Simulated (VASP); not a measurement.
Crystal: WC.

```
CELL_PARAMETERS angstrom
1.64035 -2.11804 0.00000
1.64035 2.11804 0.00000
0.00000 0.00000 4.30942
ATOMIC_POSITIONS crystal
W 0.50000 0.50000 0.50000
C 0.00000 0.00000 0.00000
```

The cell was built by a generator and needn't be a form met in nature.

- Program: VASP 6.6.1
- Task: relaxation of cell and atoms
- Functional: PBE
- Potentials or basis: VASP PAW PBE potentials, release 64 (W_sv, C)
- Cutoff: 600 eV
- k mesh: 10 × 10 × 6
- Occupations: gaussian, width 0.05 eV
- Spin: no spin polarisation

At the start: pressure -32.0 GPa; volume 14.97 Å³/atom.

**Question.** How do energy, volume and symmetry change on relaxing?

**Answer.** Over 25 steps the energy falls by 1977.4 meV/atom and the volume is 11.79 Å³/atom (-21.2 %); space group Cmmm (No. 65, to 0.05 Å).

Step by step:
```csv
step,energy change (eV),largest force (eV/Å),pressure (GPa),volume (Å³)
1,0.0000,0.0000,-31.97,29.94
2,-2.2388,0.0000,89.76,18.36
3,-2.5448,0.0000,32.10,20.41
4,-2.8944,0.0000,95.15,18.79
5,-3.2474,0.0000,58.04,19.51
6,-3.8274,0.0000,-15.41,23.96
7,-3.8772,0.0000,-3.20,22.80
8,-3.8772,0.0000,-4.01,22.87
9,-3.9239,0.0000,0.14,22.91
10,-3.9255,0.0000,9.27,22.93
11,-3.9373,0.0000,4.95,22.93
12,-3.9528,0.0000,-0.07,23.55
13,-3.9533,0.0000,-0.96,23.68
14,-3.9533,0.0000,-1.14,23.70
15,-3.9545,0.0000,0.55,23.63
16,-3.9545,0.0000,0.41,23.63
17,-3.9547,0.0000,-0.26,23.67
18,-3.9547,0.0000,-0.15,23.67
19,-3.9547,0.0000,-0.04,23.65
20,-3.9547,0.0000,0.21,23.61
21,-3.9547,0.0000,0.17,23.61
22,-3.9548,0.0000,0.12,23.60
23,-3.9548,0.0000,0.00,23.59
24,-3.9548,0.0000,-0.01,23.59
25,-3.9548,0.0000,-0.04,23.59
```

Final structure:
```
CELL_PARAMETERS angstrom
1.47448 -2.64968 0.00000
1.47448 2.64968 0.00000
0.00000 0.00000 3.01873
ATOMIC_POSITIONS crystal
W 0.50000 0.50000 0.50000
C 0.00000 0.00000 0.00000
```

Caveat: the volume moved by over 15 % at a fixed basis, so the end points are rough.
